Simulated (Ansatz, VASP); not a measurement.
**Two plane-wave programs on CuO**

File INCAR:

```
PREC = Accurate
ENCUT = 520
EDIFF = 1E-7
ISMEAR = 0
SIGMA = 0.15
LREAL = F
LASPH = T
NELM = 80
ALGO = Normal
ISIF = 2
LWAVE = F
LCHARG = T
GGA = PE
LELF = T
LVHAR = T
NBANDS = 16
```

KPOINTS

```
regular mesh
0
Gamma
  20 20 20
```

The input POSCAR:

```
CuO
1.0
    0.0000000000      2.2223880000      2.1165600000
    2.2223880000      0.0000000000      2.1165600000
    2.2223880000      2.2223880000      0.0000000000
Cu O
1 1
Direct
    0.0000000000      0.0000000000      0.0000000000
    0.5000000000      0.5000000000      0.5000000000
```

Input for Ansatz:

```yaml
crystal:
  lattice:
    - [0.0, 2.222388, 2.11656]
    - [2.222388, 0.0, 2.11656]
    - [2.222388, 2.222388, 0.0]
  atoms:
    - { symbol: Cu, position: [0.0, 0.0, 0.0] }
    - { symbol: O, position: [0.5, 0.5, 0.5] }
basis:
  ecutwfc: 420
kpoints:
  mp_grid: { grid: [20, 20, 20] }
hamiltonian:
  xc: pbe
scf:
  occupations: { method: gaussian, width: 0.15 }
output:
  forces: true
  stress: true
  eigenvalues: true
```

Change from the starting cell: strain +0.050 along x and y, +0.000 along z, atoms carried along.

Alike in both runs: task single point; functional PBE; k mesh 20 × 20 × 20; occupations gaussian, width 0.15 eV; no spin polarisation.

|  | VASP | Ansatz |
| --- | --- | --- |
| version | VASP 6.6.1 | Ansatz 0.2.0 |
| potentials or method | VASP PAW PBE potentials, release 64 (Cu, O) | scalar-relativistic, plane waves, PAW |
| plane-wave cutoff (eV) | 520 | 420 |
| valence electrons in the cell | 17 | 25 |

```csv
,VASP,Ansatz,Ansatz less VASP
gap on the k mesh at the Fermi level (eV),none,none,-
pressure (GPa),-12.2,-12.4,-0.14
largest component of the traceless stress (GPa),0.22,0.42,+0.203
```

A gap of «none» marks a metal or a gap that the smearing closes. The two sets of potentials don't hold the same shells in valence.

Caveats: an odd number of electrons without spin polarisation forces a metal; a magnetic or distorted state may lie lower; the run has no spin polarisation, though such a crystal can be magnetic; semilocal functionals often make such compounds metallic where correlation or magnetic order opens a gap, which also shifts bond lengths.
